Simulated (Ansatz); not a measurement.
Runs of Ansatz 0.2.0 on AlN. It takes space group P6_3/mmc (No. 194, hexagonal). Conventional cell: a = 3.312 Å, b = 3.312 Å, c = 4.188 Å, α = 90.00°, β = 90.00°, γ = 120.00°. Around Al (site symmetry -6m2) lie 5 N at 1.91 to 2.09 Å. Around N (site symmetry -6m2) lie 5 Al at 1.91 to 2.09 Å. Measurements of this composition are mostly on another form, of space group No. 186.

```tsv
task	level	cutoff (eV)	points for each segment of the path	gap on the mesh (eV)	pressure (GPa)	V0 of scaled cells (Å³/atom)	B0 (GPa)
band structure	r2SCAN	500	14	(b)	-5.1	-	-
band structure	PBEsol	420	14	3.17	-3.5	-	-
equation of state	LDA	420	-	-	-	9.54	226
equation of state	PBEsol	420	-	-	-	9.78	215
band structure	PBE	420	14	3.26	(a)	-	-
```

Alike in all rows: potentials or basis Ansatz PAW; no spin polarisation; cell as given; k mesh 9 × 9 × 7; smearing fermi-dirac 0.05 eV.

Problem. Fill in the values left out.

Solution. (a) 0.3; (b) 3.83.

Caveats: the PAW data sets come from PBE, with cores solved anew for the run's functional, which leaves a small shift of forces and pressure (some runs); the cell was scaled at fixed shape and fractional positions, which overstates the stiffness of a crystal with free parameters, most of all of layers and chains (some runs).

